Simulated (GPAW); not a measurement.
The system is TaN.

```
CELL_PARAMETERS angstrom
0.00000 2.21132 2.21132
2.21132 0.00000 2.21132
2.21132 2.21132 0.00000
ATOMIC_POSITIONS crystal
Ta 0.50000 0.50000 0.50000
N 0.00000 0.00000 0.00000
```

The cell comes from a database or a generator and needn't be the stable form of this composition.

- Program: GPAW 26.7.0
- Task: relaxation of cell and atoms
- Functional: revPBE
- Dispersion: D3(BJ)
- Potentials or basis: the program's PAW data sets (release 1.2.1) made for this functional
- Cutoff: 800 eV
- Basis: pw
- k mesh: 10 × 10 × 10
- Occupations: fermi-dirac, width 0.05 eV
- Spin: no spin polarisation

At the start: pressure -11.1 GPa; volume 10.81 Å³/atom.

Question: Where does the relaxation end?

Answer: Over 17 steps the energy falls by 11.3 meV/atom and the volume is 10.46 Å³/atom (-3.3 %); space group Fm-3m (No. 225, to 0.05 Å).

The path:
```csv
step,energy change (eV),largest force (eV/Å),pressure (GPa),volume (Å³)
1,0.0000,0.0000,-11.06,21.63
2,-0.0131,0.0000,-7.54,21.39
3,-0.0227,0.0000,-1.23,20.99
4,-0.0150,0.0000,6.09,20.57
5,-0.0162,0.0000,5.53,20.60
6,-0.0182,0.0000,4.47,20.66
7,-0.0205,0.0000,3.03,20.74
8,-0.0222,0.0000,1.34,20.84
9,-0.0227,0.0000,-0.44,20.94
10,-0.0227,0.0000,-0.43,20.94
11,-0.0227,0.0000,-0.41,20.94
12,-0.0227,0.0000,-0.38,20.94
13,-0.0227,0.0000,-0.35,20.94
14,-0.0227,0.0000,-0.30,20.93
15,-0.0226,0.0000,-0.26,20.93
16,-0.0226,0.0000,-0.20,20.93
17,-0.0226,0.0000,-0.13,20.92
```

Final structure:
```
CELL_PARAMETERS angstrom
0.00000 2.18709 2.18709
2.18709 0.00000 2.18709
2.18709 2.18709 0.00000
ATOMIC_POSITIONS crystal
Ta 0.50000 0.50000 0.50000
N 0.00000 0.00000 0.00000
```

Caveat: later steps reuse the first step's grids; pairwise dispersion overbinds metals, which lowers pressure and volume.
